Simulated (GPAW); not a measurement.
Runs of GPAW 26.7.0 on TaN. Symmetry: Fm-3m, No. 225, cubic system. Conventional cell: a = 4.423 Å, b = 4.423 Å, c = 4.423 Å, α = 90.00°, β = 90.00°, γ = 90.00°. Ta (site symmetry m-3m) has 6 N at 2.21 Å as nearest neighbours. N (site symmetry m-3m) is surrounded by 6 Ta at 2.21 Å. The cell comes from a database or a generator and needn't be the stable form of this composition.

| task | level | potentials or basis | cell | k mesh | optimizer | fmax | max steps | convergence | band path | gap on the mesh (eV) | pressure (GPa) | relaxed volume (Å³/atom) |
| --- | --- | --- | --- | --- | --- | --- | --- | --- | --- | --- | --- | --- |
| relaxation of cell and atoms | PBEsol+D3(BJ)+ATM | PAW data sets generated in the run's folder for this functional, pw | relaxed | 10 × 10 × 10 | BFGS | 0.02 eV/Å | 60 | density=1e-05 forces=0.0001 | - | none | 0.0 | (b) |
| relaxation of cell and atoms | PBEsol+D3(BJ) | PAW data sets generated in the run's folder for this functional, pw | relaxed | 10 × 10 × 10 | BFGS | 0.02 eV/Å | 60 | density=1e-05 forces=0.0001 | - | none | 0.0 | 10.25 |
| band structure | LDA | the program's PAW data sets (release 1.2.1) made for this functional, other valence, pw | as given | 8 × 8 × 8 | - | - | - | - | GXWKGLUWLK,UX | - | -9.0 | - |
| relaxation of cell and atoms | PBEsol+D4 | PAW data sets generated in the run's folder for this functional, pw | relaxed | 10 × 10 × 10 | BFGS | 0.02 eV/Å | 60 | density=1e-05 forces=0.0001 | - | none | 0.0 | 10.37 |
| relaxation of cell and atoms | PBEsol+D3 | PAW data sets generated in the run's folder for this functional, pw | relaxed | 10 × 10 × 10 | BFGS | 0.02 eV/Å | 60 | density=1e-05 forces=0.0001 | - | none | 0.0 | 10.29 |
| relaxation of cell and atoms | PBEsol | PAW data sets generated in the run's folder for this functional, pw | relaxed | 10 × 10 × 10 | BFGS | 0.02 eV/Å | 60 | density=1e-05 forces=0.0001 | - | none | 0.3 | (a) |

Alike in all rows: no spin polarisation; cutoff (eV) 800; smearing fermi-dirac 0.05 eV.

Problem. Estimate the missing entries.

Solution. (a) 10.45; (b) 10.30.

Caveats: later steps reuse the first step's grids (some runs); pairwise dispersion overbinds metals, which lowers pressure and volume (some runs); spin-orbit coupling is left out, which moves the levels of the heavy elements (some runs).

A k mesh can miss the band edges, and the runs leave out spin-orbit coupling on Ta.

A gap of «none» marks a metal or a gap under the smearing width.

The runs don't all hold the same shells in valence.

Runs at the PBE level aren't shown here.
